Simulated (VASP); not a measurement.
VASP 6.6.1 run: MgS

INCAR

```
NSW = 40
IBRION = 2
EDIFF = 1E-7
LWAVE = .FALSE.
SIGMA = 0.02
LCHARG = .FALSE.
ENCUT = 600
PREC = Accurate
GGA = CA
EDIFFG = -5E-3
LREAL = .FALSE.
NBANDS = 11
LASPH = .TRUE.
AMIX = 0.1
NELM = 120
ISMEAR = -1
ISIF = 3
```

KPOINTS

```
KPOINTS created by Atomic Simulation Environment
0
Gamma
8 8 8
0 0 0
```

POSCAR

```
Mg S
 1.0000000000000000
    -0.0000000000000000    2.6148134565394967    2.6148134565394967
     2.6148134565394967   -0.0000000000000000    2.6148134565394967
     2.6148134565394967    2.6148134565394967   -0.0000000000000000
 Mg  S
   1   1
Cartesian
  0.0000000000000000  0.0000000000000000  0.0000000000000000
  2.6148134565394967  2.6148134565394967  2.6148134565394967
```

The recommended LDA PAW datasets give the neutral cell 8 valence electrons.

Command

```
mpirun -np 1 vasp_std
```

OSZICAR

```
N       E                     dE             d eps       ncg     rms          rms(c)
DAV:   1     0.224597145527E+02    0.22460E+02   -0.39309E+03   654   0.666E+02
DAV:   2    -0.837310212950E+01   -0.30833E+02   -0.28848E+02   765   0.102E+02
DAV:   3    -0.999011103574E+01   -0.16170E+01   -0.16144E+01   790   0.250E+01
DAV:   4    -0.999999659584E+01   -0.98856E-02   -0.98847E-02   761   0.237E+00
DAV:   5    -0.100000708171E+02   -0.74221E-04   -0.74220E-04   804   0.210E-01    0.434E+00
DAV:   6    -0.983913610524E+01    0.16093E+00   -0.79573E-02   725   0.107E+00    0.403E+00
DAV:   7    -0.956692116019E+01    0.27221E+00   -0.12086E+00   722   0.417E+00    0.325E+00
DAV:   8    -0.955954571360E+01    0.73754E-02   -0.51624E-02   716   0.116E+00    0.219E-01
DAV:   9    -0.955718780717E+01    0.23579E-02   -0.98627E-03   739   0.403E-01    0.162E-01
DAV:  10    -0.955719475959E+01   -0.69524E-05   -0.41939E-04   751   0.124E-01    0.123E-01
...
       N       E                     dE             d eps       ncg     rms          rms(c)
DAV:   1    -0.959921023409E+01   -0.83307E-02   -0.11802E-01   680   0.173E+00    0.608E-01
DAV:   2    -0.959695003126E+01    0.22602E-02   -0.21958E-03   676   0.276E-01    0.559E-01
DAV:   3    -0.959297240892E+01    0.39776E-02   -0.18396E-02   695   0.548E-01    0.791E-02
DAV:   4    -0.959298075764E+01   -0.83487E-05   -0.28599E-04   692   0.114E-01    0.123E-01
DAV:   5    -0.959295801407E+01    0.22744E-04   -0.44297E-06   733   0.122E-02    0.105E-01
DAV:   6    -0.959290661108E+01    0.51403E-04   -0.28008E-05   656   0.290E-02    0.384E-02
DAV:   7    -0.959290642877E+01    0.18231E-06   -0.13069E-06   716   0.596E-03    0.291E-02
DAV:   8    -0.959290643505E+01   -0.62778E-08   -0.79239E-08   456   0.168E-03
   3 F= -.95929064E+01 E0= -.95929064E+01  d E =-.357123E-01
```

From OUTCAR

```
k-points           NKPTS =     29   k-points in BZ     NKDIM =     29   number of bands    NBANDS=     11

   NELECT =       8.0000    total number of electrons

   dimension x,y,z NGX =    30 NGY =   30 NGZ =   30
   dimension x,y,z NGXF=    60 NGYF=   60 NGZF=   60

  energy-cutoff  :      600.00
  volume of cell :       33.51
      direct lattice vectors                 reciprocal lattice vectors
     0.000000000  2.558929077  2.558929077    -0.195394239  0.195394239  0.195394239
     2.558929077  0.000000000  2.558929077     0.195394239 -0.195394239  0.195394239
     2.558929077  2.558929077 -0.000000000     0.195394239  0.195394239 -0.195394239

 k-points in reciprocal lattice and weights: KPOINTS created by Atomic Simulation Env
   0.00000000  0.00000000  0.00000000       0.002
   0.12500000  0.00000000  0.00000000       0.016
   0.25000000  0.00000000  0.00000000       0.016
   0.37500000  0.00000000  0.00000000       0.016
   0.50000000  0.00000000  0.00000000       0.008
   0.12500000  0.12500000  0.00000000       0.012
   0.25000000  0.12500000  0.00000000       0.047
   0.37500000  0.12500000  0.00000000       0.047
   ...

 E-fermi :   4.5183

 k-point     1 :       0.0000    0.0000    0.0000
  band No.  band energies     occupation
      1      -8.8947      2.00000
      2       4.0397      2.00000
      3       4.0397      2.00000
      4       4.0397      2.00000
      5       7.9340      0.00000
      6      11.8404      0.00000
      7      11.8404      0.00000
      8      11.8404      0.00000
      9      14.3554      0.00000
     10      14.3554      0.00000
     11      16.5086      0.00000

 k-point     2 :       0.1250    0.0000    0.0000
  band No.  band energies     occupation
      1      -8.7291      2.00000
      2       2.9304      2.00000
      3       3.9263      2.00000
      4       3.9263      2.00000
      5       8.7259      0.00000
      6      11.5615      0.00000
      7      12.1117      0.00000
      8      12.1117      0.00000
      9      13.7116      0.00000
     10      13.7116      0.00000
     11      16.8141      0.00000

 k-point     3 :       0.2500    0.0000    0.0000
  band No.  band energies     occupation
      1      -8.2771      2.00000
      2       1.0555      2.00000
      3       3.6812      2.00000
      4       3.6812      2.00000
      5       8.9965      0.00000
      6      11.7626      0.00000
      7      11.7626      0.00000
      8      12.4753      0.00000
      9      14.2957      0.00000
     10      14.2957      0.00000
     11      15.9853      0.00000

 k-point     4 :       0.3750    0.0000    0.0000
  band No.  band energies     occupation
      1      -7.7144      2.00000
      2      -0.5031      2.00000
      3       3.4674      2.00000
      4       3.4674      2.00000
      5       8.6427      0.00000
      6      11.0890      0.00000
      7      11.0890      0.00000
      8      14.1117      0.00000
      9      15.6280      0.00000
     10      16.3341      0.00000
     11      16.3341      0.00000

 k-point     5 :       0.5000    0.0000    0.0000
  band No.  band energies     occupation
      1      -7.4282      2.00000
      2      -1.1381      2.00000
      3       3.3862      2.00000
      4       3.3862      2.00000
      5       8.4888      0.00000
      6      10.8380      0.00000
      7      10.8380      0.00000
      8      14.4174      0.00000
      9      16.2708      0.00000
     10      18.6114      0.00000
     11      18.6114      0.00000

 ...

  Total        0.0001823      0.0001823      0.0001823      0.0000000      0.0000000      0.0000000
  in kB        0.0087145      0.0087145      0.0087145      0.0000000      0.0000000      0.0000000
  external PRESSURE =       0.0087145 kB  Pullay stress =       0.0000000 kB

 POSITION                                       TOTAL-FORCE (eV/Angst)
 -----------------------------------------------------------------------------------
      0.00000      0.00000     -0.00000        -0.000000      0.000000     -0.000000
      2.55893      2.55893      2.55893         0.000000     -0.000000      0.000000
 -----------------------------------------------------------------------------------
    total drift:                               -0.000000     -0.000000      0.000000

  FREE ENERGIE OF THE ION-ELECTRON SYSTEM (eV)
  ---------------------------------------------------
  free  energy   TOTEN  =        -9.5929064350 eV

  energy  without entropy=       -9.5929064350  energy(sigma->0) =       -9.59290644
```

| ionic step | ΔE (meV/atom) | volume (Å³) | largest force (eV/Å) | pressure (GPa) | electronic steps |
| --- | --- | --- | --- | --- | --- |
| 1 | 0.0 | 35.76 | 0.000 | -4.88 | 17 |
| 2 | -16.8 | 33.01 | 0.000 | 1.30 | 9 |
| 3 | -17.9 | 33.51 | 0.000 | 0.00 | 8 |

It converged. Results: relaxed cell vector lengths 3.619, 3.619, 3.619 Å; relaxed cell volume 33.51 Å³.

For comparison, a separate LDA relaxation on usual settings, not on those above, ends at 33.51 Å³.

The run above took about 42 s on one core of a shared host (Intel Xeon Platinum 8488C) and held 0.16 GiB at most.
